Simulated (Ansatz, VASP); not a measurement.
One calculation of Sr, two programs

```
Sr
1.0
    -2.23167    2.23167    2.23167
     2.23167   -2.23167    2.23167
     2.23167    2.23167   -2.23167
Sr
1
Direct
  0.00000 0.00000 0.00000
```

The cell was built by a generator and needn't be a form met in nature.

Alike in both runs: task single point; functional LDA; k mesh 8 × 8 × 8; occupations tetrahedron; no spin polarisation.

|  | VASP | Ansatz |
| --- | --- | --- |
| version | VASP 6.6.1 | Ansatz 0.2.0 |
| potentials or method | VASP PAW LDA potentials, release 64 (Sr_sv) | PAW plane waves |
| plane-wave cutoff (eV) | 520 | 420 |
| valence electrons in the cell | 10 | 10 |

```tsv
	VASP	Ansatz	Ansatz less VASP
pressure (GPa)	1.3	1.3	-0.02
```

Ansatz warned: «band_table_not_solved_further».

Caveats: tetrahedron occupations give inexact forces and stress in metals.
